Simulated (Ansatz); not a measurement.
## SiC (Moissanite): equation of state with r2SCAN

SiC (Moissanite):

```
Si C
1.0
     3.07600    0.00000    0.00000
    -1.53800    2.66389    0.00000
     0.00000    0.00000    5.04800
Si C
2 2
Cartesian
  1.5380 0.8880 2.5240
  0.0000 1.7759 0.0000
  1.5380 0.8880 4.4675
  0.0000 1.7759 1.9435
```

| Quantity | Value |
| --- | --- |
| Program | Ansatz 0.2.0 |
| Task | equation of state |
| Functional | r2SCAN |
| Potentials or basis | Ansatz PAW |
| Cutoff | 500 eV |
| Density cutoff | 2000 eV |
| k mesh | 10 × 10 × 5 |
| Occupations | fermi-dirac, width 0.05 eV |
| Spin | no spin polarisation |

```
Equilibrium volume                        : 10.35 Å³/atom
Bulk modulus at fixed shape and positions : 227 GPa
Pressure derivative of the bulk modulus   : 3.9
```

Energy against volume, from the lowest point:
```csv
volume (Å³/atom),energy (meV/atom)
9.721,30.01
9.927,13.07
10.134,3.28
10.341,0.00
10.548,2.61
10.755,10.56
10.961,23.37
```

All runs of the series together: 16 s on 2 threads of Arm Neoverse V2, with other jobs on the host.

Caveat: the cell was scaled at fixed shape and fractional positions, which overstates the stiffness of a crystal with free parameters, most of all of layers and chains; the PAW data sets were made with another functional, which shifts forces and pressure a little.
